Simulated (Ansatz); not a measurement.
**CdS: what symmetry allows forces and stress to be**

```
CELL_PARAMETERS angstrom
0.00000 2.63218 2.63218
2.98138 -0.34920 2.98138
2.63218 2.63218 0.00000
ATOMIC_POSITIONS crystal
Cd 0.98512 0.04464 0.98512
S 0.76488 0.70536 0.76488
```

These are results of DFT PBE, scalar-relativistic, plane waves, PAW in Ansatz 0.2.0, not measurements.

Plane waves to 420 eV, a k mesh through Γ of 8×8×8 on the computed 2-atom cell and Gaussian smearing (0.02 eV); no spin polarisation.

This distorted cell has space group R3m, with 6 operations.

Task: Without a calculation: in which directions can each atom feel a force?

Result: A force must be left unchanged by every operation that keeps its atom in place, so it lies in the space that those operations leave fixed. Atoms that the group maps onto each other feel forces of one size.
```
atom site symmetry operations at the site equivalent to atom allowed force (Cartesian)
 Cd1             3m                       6                   1  along (-0.58, 0.58, -0.58)
  S2             3m                       6                   2  along (-0.58, 0.58, -0.58)
```

That leaves 2 independent force components of 6, tied by 1 condition that the forces sum to zero, so 1 remains. A relaxation in this cell that keeps the symmetry moves the atoms in these directions alone.

Task: And the stress tensor?

Result: It must be invariant under the point group, which leaves 2 independent components: xx = yy, xx = zz, yy = zz, yz = xy. Further linear relations between components hold in this frame.

Task: Do the computed values obey this?

Result: Yes. Forces (eV/Å):
```
Cd1 -0.148  0.148 -0.148
S2   0.148 -0.148  0.148
```

Stress (GPa, compression positive, xx yy zz yz xz xy): 10.75 10.75 10.75 2.38 -2.38 2.38. The program imposes the same operations on density, forces and stress, so this confirms the analysis and is no independent test of the calculation.

This zinc-blende form isn't the usual stable structure of the compound.